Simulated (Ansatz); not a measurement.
TiO2:

```
Ti O
1.0
     2.70603   -2.70666    0.00000
     2.70603    2.70666    0.00000
    -2.63353    0.00000    4.79664
Ti O
2 4
Cartesian
  0.7309 -1.9807 3.5975
  2.0477 1.9807 1.1992
  0.6963 0.6563 0.8018
  2.0823 -0.6563 3.9949
  3.3990 0.6563 1.5966
  -0.6205 -0.6563 3.2001
```

The cell is a database's computed one.

Base run:

```yaml
Program: Ansatz 0.2.0
Functional: PBE
Potentials_or_basis: Ansatz PAW
Cutoff: "420 eV (not typed: the program's choice for these potentials)"
k_mesh: 8 × 8 × 6
Occupations: fermi-dirac, width 0.05 eV
Spin: no spin polarisation
Hubbard_terms: Ti d U = 2 eV
```

Its results: band gap on the k mesh 2.30 eV, indirect (least direct gap 2.65 eV); pressure -0.2 GPa; largest force 0.147 eV/Å.

Problem. After a change of settings the same cell gave: band gap on the k mesh 3.27 eV, indirect (least direct gap 3.66 eV); pressure 5.3 GPa; largest force 0.251 eV/Å. Which change was it?
A. hubbard terms from Ti d U = 2 eV to Ti d U = 8 eV
B. hubbard terms from Ti d U = 2 eV to none; hubbard projectors from ortho-atomic (the default) to none
C. hubbard terms from Ti d U = 2 eV to Ti d U = 3 eV

Solution. A.
